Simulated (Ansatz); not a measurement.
MnO:

```
Mn O
1.0
     2.67239    0.00000    0.00000
     0.00000    2.67239    0.00000
     0.00000    0.00000    2.67239
Mn O
1 1
Direct
  0.00000 0.00000 0.00000
  0.50000 0.50000 0.50000
```

Measurements of this composition are mostly on another form, of space group No. 225.

* Program: Ansatz 0.2.0
* Task: relaxation of cell and atoms
* Functional: PBEsol0
* Potentials or basis: Ansatz PAW
* Cutoff: 420 eV (not typed: the program's choice for these potentials)
* k mesh: 5 × 5 × 5
* Occupations: fermi-dirac, width 0.05 eV
* Spin: collinear spin, ferromagnetic start
* Starting moments: [4.0, 0.0] μB

At the start: volume 9.54 Å³/atom.

**Question.** How do energy, volume and symmetry change on relaxing?

**Answer.** It ends after 7 steps and the volume is 10.05 Å³/atom (+5.3 %); space group Pm-3m (No. 221, to 0.05 Å); moment 5.00 μB per cell.

The path:
```
step  energy change (eV)  largest force (eV/Å)  volume (Å³)
   1              0.0000                0.0000        19.09
   2             -0.0255                0.0000        19.79
   3             -0.0266                0.0000        20.04
   4             -0.0265                0.0000        20.06
   5             -0.0318                0.0000        20.06
   6             -0.0317                0.0000        20.10
   7             -0.0320                0.0000        20.10
```

Final structure:
```
Mn O
1.0
     2.71882    0.00000    0.00000
     0.00000    2.71882    0.00000
     0.00000    0.00000    2.71882
Mn O
1 1
Direct
  0.00000 0.00000 0.00000
  0.50000 0.50000 0.50000
```

Caveat: the k mesh is coarse (spacing up to 0.47 Å⁻¹), so the values aren't converged, least of all with exact exchange; the magnetic or orbital state may not be the lowest; the plane-wave basis is chosen anew once the cell has moved, so the energies of steps on either side of that aren't comparable; the pressure holds a Pulay correction of +0.7 GPa for the finite cutoff; a cell with one magnetic atom can't hold antiferromagnetic order, which such compounds often take; the PAW data sets come from PBE, with cores solved anew for the run's functional, which leaves a small shift of forces and pressure.
